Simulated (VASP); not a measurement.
**From VASP inputs to Ansatz: BaS (strained rocksalt)**

INCAR

```
NELM = 120
LASPH = .TRUE.
LREAL = .FALSE.
NSW = 0
GGA = PE
ISIF = 2
ENCUT = 520
SIGMA = 0.02
NBANDS = 15
IBRION = -1
ISMEAR = -1
LCHARG = .FALSE.
PREC = Accurate
LWAVE = .FALSE.
EDIFF = 1E-7
```

KPOINTS

```
KPOINTS created by Atomic Simulation Environment
0
Gamma
8 8 8
0 0 0
```

KPOINTS_OPT

```
special points
7
Reciprocal
0.0000000000 0.0000000000 0.0000000000 1
0.5000000000 0.0000000000 0.5000000000 1
0.6250000000 0.2500000000 0.6250000000 1
0.3750000000 0.3750000000 0.7500000000 1
0.5000000000 0.5000000000 0.5000000000 1
0.5000000000 0.2500000000 0.7500000000 1
0.5000000000 0.5000000000 0.0000000000 1
```

POSCAR

```
Ba S
 1.0000000000000000
     0.0000000000000000    3.3723856668000001    3.1586207221999998
     3.3723856668000001    0.0000000000000000    3.1586207221999998
     3.3723856668000001    3.3723856668000001    0.0000000000000000
 Ba  S
   1   1
Cartesian
  0.0000000000000000  0.0000000000000000  0.0000000000000000
  3.3723856668000001  3.3723856668000001  3.1586207221999998
```

VASP ran with the recommended PBE PAW datasets (16 valence electrons in the cell).

Question: Write an Ansatz input for this cell and level of theory.

Answer: 

```yaml
crystal:
  lattice:
    - [0.0, 3.3723856668, 3.1586207222]
    - [3.3723856668, 0.0, 3.1586207222]
    - [3.3723856668, 3.3723856668, 0.0]
  atoms:
    - { symbol: Ba, position: [0.0, 0.0, 0.0] }
    - { symbol: S, position: [0.5, 0.5, 0.5] }
kpoints:
  mp_grid: { grid: [8, 8, 8] }
  band_path:
    path:
      - [0.0, 0.0, 0.0]
      - [0.5, 0.0, 0.5]
      - [0.625, 0.25, 0.625]
      - [0.375, 0.375, 0.75]
      - [0.5, 0.5, 0.5]
      - [0.5, 0.25, 0.75]
      - [0.5, 0.5, 0.0]
    npoints: 1
hamiltonian:
  xc: pbe
scf:
  occupations: { method: fermi_dirac, width: 0.02 }
  n_extra_bands: 4
output:
  forces: true
  stress: true
  eigenvalues: true
  write_density: true
  write_potential: true
  elf: true
  volumetric_format: npy
```

Other inputs would serve too.

|  | VASP | Ansatz |
| --- | --- | --- |
| gap between bands v and c | 2.10 eV | 2.19 eV |
| least direct gap | 2.31 eV | 2.37 eV |
| pressure | -1.9 GPa | -2.4 GPa |

The two codes use different PAW datasets and cutoffs. VASP's cell holds 16 valence electrons and Ansatz's 16. Ansatz's stress includes a Pulay correction; VASP's doesn't.
